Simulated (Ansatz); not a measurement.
The system is ZrN.

```
Zr N
1.0
     0.00000    2.30000    2.30000
     2.30000    0.00000    2.30000
     2.30000    2.30000    0.00000
Zr N
1 1
Direct
  0.50000 0.50000 0.50000
  0.00000 0.00000 0.00000
```

Base run:

- Program: Ansatz 0.2.0
- Functional: BLYP
- Potentials or basis: all-electron LAPW, scalar-relativistic
- Cutoff: 280 eV (chosen from the basis error)
- Basis error allowed: 0.001 eV/atom
- k mesh: 10 × 10 × 10
- Occupations: fermi-dirac, width 0.05 eV
- Spin: no spin polarisation

Its results: pressure 7.5 GPa.

The run is repeated on the same cell with these changes: functional from BLYP to PBE. What comes out?

Pressure -0.8 GPa.

PBE binds more tightly than BLYP, so the same cell stands under less pressure.
